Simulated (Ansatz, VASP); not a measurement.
This is a calculation of Pd for VASP 6.6.1.

The input INCAR:

```
  PREC = Accurate
  ENCUT = 520
  EDIFF = 1E-6
  ISMEAR = 0
  SIGMA = 0.02
  LREAL = F
  LASPH = T
  NELM = 100
  ALGO = Normal
  ISIF = 2
  LWAVE = F
  LCHARG = F
  GGA = PE
  NBANDS = 11
```

KPOINTS

```
Automatic mesh
0
Gamma
  12 12 12
```

POSCAR

```
Pd
1.0
    2.7232705800      0.0000000000      0.0000000000
   -0.9077568598      2.5675241256      0.0000000000
   -0.9077568598     -1.2837620624      2.2235411178
Pd
1
Direct
    0.0000000000      0.0000000000      0.0000000000
```

Potentials or basis: VASP PAW PBE potentials, release 64 (Pd).

Command:

```sh
$ cat potpaw_PBE.64/Pd/POTCAR > POTCAR
$ mpirun -np 1 vasp_std > vasp.out
```

Q: Translate it to Ansatz 0.2.0. Potentials there: all-electron LAPW, scalar-relativistic.

A: As run (the cutoff follows the program's own potentials):

The input input.yaml:

```yaml
crystal:
  lattice:
    - [2.72327058, 0.0, 0.0]
    - [-0.9077568598, 2.5675241256, 0.0]
    - [-0.9077568598, -1.2837620624, 2.2235411178]
  atoms:
    - { symbol: Pd, position: [0.0, 0.0, 0.0] }
kpoints:
  mp_grid: { grid: [12, 12, 12] }
scf:
  occupations: { method: gaussian, width: 0.02 }
hamiltonian:
  xc: pbe
  pseudopotentials: { kind: all_electron, lapw: { basis_error: 0.001 } }
output:
  forces: true
  stress: true
  eigenvalues: true
```

Potentials or basis: all-electron LAPW, scalar-relativistic.

Run with:

```sh
$ ansatz run input.yaml --threads 1 --pin off --max-ram 3072MiB --backend cpu --events-out ev --progress --plain --runs-dir out
```

Both were run:

|  | VASP | Ansatz | Ansatz less VASP |
| --- | --- | --- | --- |
| gap on the k mesh at the Fermi level (eV) | none | none | - |
| pressure (GPa) | -1.5 | -1.3 | +0.20 |

A gap of «none» marks a metal or a gap that the smearing closes. Ansatz ran all-electron here, so the differences hold the error of VASP's frozen core and of both bases.
